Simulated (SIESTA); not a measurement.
Ga2O3, 10 atoms in the cell. Symmetry: C2/m, No. 12, monoclinic system. Conventional cell: a = 12.214 Å, b = 3.037 Å, c = 5.798 Å, α = 90.00°, β = 103.83°, γ = 90.00°. Around Ga (site symmetry m) lie 6 O at 1.94 to 2.07 Å. Ga (site symmetry m) is surrounded by 4 O at 1.83 to 1.86 Å. Around O (site symmetry m) lie 3 Ga at 1.83 to 1.94 Å. O (site symmetry m) is surrounded by 4 Ga at 1.86 to 2.07 Å. O (site symmetry m) is surrounded by 3 Ga at 1.83 to 1.94 Å. 

- Program: SIESTA 5.4.2
- Task: relaxation of cell and atoms
- Functional: PBE
- Potentials or basis: PseudoDojo 0.4 standard (PBE files)
- Basis: SZ (energy shift 0.002 Ry; radii capped at 9.5 bohr)
- Grid cutoff: 800 Ry
- Energy shift: 0.002 Ry
- k mesh: 6 × 6 × 4
- Occupations: fermi-dirac, width 0.05 eV
- Spin: no spin polarisation
- Target pressure: 10 GPa
- optimiser: Broyden
- force tolerance: 0.02 eV/Å

Potentials or basis: PseudoDojo 0.4 standard (PBE files), SZ (energy shift 0.002 Ry; radii capped at 9.5 bohr).

Command:

```console
$ siesta Ga2O3.fdf > Ga2O3.out 2>&1
```

Hardware: 1 thread of Arm Neoverse V1, on a shared host.

**Question.** Estimate the wall time of this run.

**Answer.** Wall time 51 min on 1 thread of Arm Neoverse V1 (shared host), peak memory 2 GiB. Counts: scf iterations 85, k points 89, bands 60, ion steps 15.
